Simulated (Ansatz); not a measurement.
Computed with DFT PBE+D3(BJ), scalar-relativistic, plane waves, PAW (Ansatz). All cells share a 420 eV cutoff and Γ-centred k meshes spaced at most about 0.3 Å⁻¹ (2π included). No spin polarisation.

All energies are static (0 K, no zero-point motion).

Two forms of Si were relaxed alike.

A.

```
CELL_PARAMETERS angstrom
0.00000 2.71076 2.71076
2.71076 0.00000 2.71076
2.71076 2.71076 0.00000
ATOMIC_POSITIONS crystal
Si 0.00000 0.00000 0.00000
Si 0.25000 0.25000 0.25000
```

B.

```
CELL_PARAMETERS angstrom
3.81580 0.00000 0.00000
-1.90790 3.30458 0.00000
0.00000 0.00000 6.31339
ATOMIC_POSITIONS crystal
Si 0.33333 0.66667 0.06310
Si 0.66667 0.33333 0.56310
Si 0.33333 0.66667 0.43690
Si 0.66667 0.33333 0.93690
```

Question: Which would you expect to be lower, and how large is the difference?

Answer: A is lower, by 11 meV/atom. A has the diamond type, space group Fd-3m (No. 227), 19.9 Å³/atom and a gap of 0.56 eV on its mesh; B has the lonsdaleite type, space group P6_3/mmc (No. 194), 19.9 Å³/atom and a gap of 0.40 eV. Counting all near atoms (those within 1.25 times the shortest such distance or 1.15 times the sum of covalent radii), A and B both have Si 4. Origin: A, reached from a measured cell (COD), among other starts; B, reached from a Materials Project cell.

Kohn–Sham gaps at this level usually fall short of measured ones.

The diamond form is lower by only 11 meV/atom, as expected for two fully tetrahedral sp³ networks with the same number of nearest neighbours and nearly equal density. What separates them is the stacking. All bonds are staggered in diamond, whereas those along the hexagonal axis in lonsdaleite are eclipsed, which brings some third neighbours closer together. The relaxed cell fits this picture, since its axial bonds are slightly longer than the others. Repulsion between eclipsed bonds is thus a probable source of the penalty, though the dispersion term may also contribute to so small a difference.

The smaller gap of the hexagonal form shows that the band edges respond to stacking even when the local bonding hardly changes. How much smaller it is remains less certain, because the conduction-band minimum of diamond-type silicon lies away from the high-symmetry points and a regular mesh can miss it. The energies support a preference for diamond over lonsdaleite, but say nothing about the barrier between them, which would govern whether the hexagonal form persists once made.
